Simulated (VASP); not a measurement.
**VASP 6.6.1 run: BaS**

INCAR

```
ENCUT = 600
LCHARG = .FALSE.
LWAVE = .FALSE.
PREC = Accurate
EDIFFG = -5E-3
SIGMA = 0.05
NELM = 88
LASPH = .TRUE.
NBANDS = 15
GGA = CA
LREAL = .FALSE.
ISIF = 3
IBRION = 2
EDIFF = 1E-7
NSW = 40
ISMEAR = 2
```

KPOINTS

```
KPOINTS created by Atomic Simulation Environment
0
Gamma
6 6 6
0 0 0
```

POSCAR

```
Ba S
 1.0000000000000000
     0.0000000000000000    3.5194117709000001    3.5194117709000001
     3.5194117709000001    0.0000000000000000    3.5194117709000001
     3.5194117709000001    3.5194117709000001    0.0000000000000000
 Ba  S
   1   1
Cartesian
  0.0000000000000000  0.0000000000000000  0.0000000000000000
  1.7597058854500001  1.7597058854500001  1.7597058854500001
```

The recommended LDA PAW datasets give the neutral cell 16 valence electrons.

Command

```
mpirun -np 1 vasp_std
```

Q: Predict the outcome of this run.

A: It converged. Results: relaxed cell vector lengths 4.884, 4.884, 4.884 Å; relaxed cell volume 82.38 Å³.

OSZICAR

```
N       E                     dE             d eps       ncg     rms          rms(c)
DAV:   1     0.949363571657E+02    0.94936E+02   -0.69808E+03   480   0.100E+03
DAV:   2    -0.382339536861E+01   -0.98760E+02   -0.89630E+02   651   0.167E+02
DAV:   3    -0.113029405563E+02   -0.74795E+01   -0.74046E+01   677   0.507E+01
DAV:   4    -0.115575670372E+02   -0.25463E+00   -0.25456E+00   676   0.879E+00
DAV:   5    -0.115587519300E+02   -0.11849E-02   -0.11849E-02   684   0.655E-01    0.509E+00
DAV:   6    -0.105958226047E+02    0.96293E+00   -0.13466E+00   550   0.617E+00    0.350E+00
DAV:   7    -0.105243962707E+02    0.71426E-01   -0.29663E-01   572   0.257E+00    0.225E+00
DAV:   8    -0.105106918344E+02    0.13704E-01   -0.41765E-02   592   0.113E+00    0.359E-01
DAV:   9    -0.105090937458E+02    0.15981E-02   -0.78917E-03   634   0.530E-01    0.331E-01
DAV:  10    -0.105102126876E+02   -0.11189E-02   -0.51773E-04   529   0.137E-01    0.497E-02
...
   2 F= -.10535181E+02 E0= -.10535238E+02  d E =-.249002E-01
       N       E                     dE             d eps       ncg     rms          rms(c)
DAV:   1    -0.105409652366E+02   -0.57847E-02   -0.11540E-01   627   0.226E+00    0.429E-01
DAV:   2    -0.105367450226E+02    0.42202E-02   -0.86971E-03   543   0.571E-01    0.154E-01
DAV:   3    -0.105356959208E+02    0.10491E-02   -0.22164E-03   622   0.305E-01    0.719E-02
DAV:   4    -0.105359067818E+02   -0.21086E-03   -0.38059E-04   789   0.104E-01    0.489E-02
DAV:   5    -0.105359221715E+02   -0.15390E-04   -0.13525E-05   738   0.202E-02    0.215E-02
DAV:   6    -0.105359250218E+02   -0.28503E-05   -0.52520E-06   777   0.113E-02    0.187E-03
DAV:   7    -0.105359250373E+02   -0.15496E-07   -0.22268E-07   527   0.302E-03
   3 F= -.10535925E+02 E0= -.10535925E+02  d E =-.256447E-01
```

```
ionic step  ΔE (meV/atom)  volume (Å³)  largest force (eV/Å)  pressure (GPa)  electronic steps
         1            0.0        87.18                 0.000           -1.62                15
         2          -12.5        81.74                 0.000            0.26                 9
         3          -12.8        82.38                 0.000            0.00                 7
```

For comparison, a separate LDA relaxation on usual settings, not on those above, ends at 82.38 Å³.
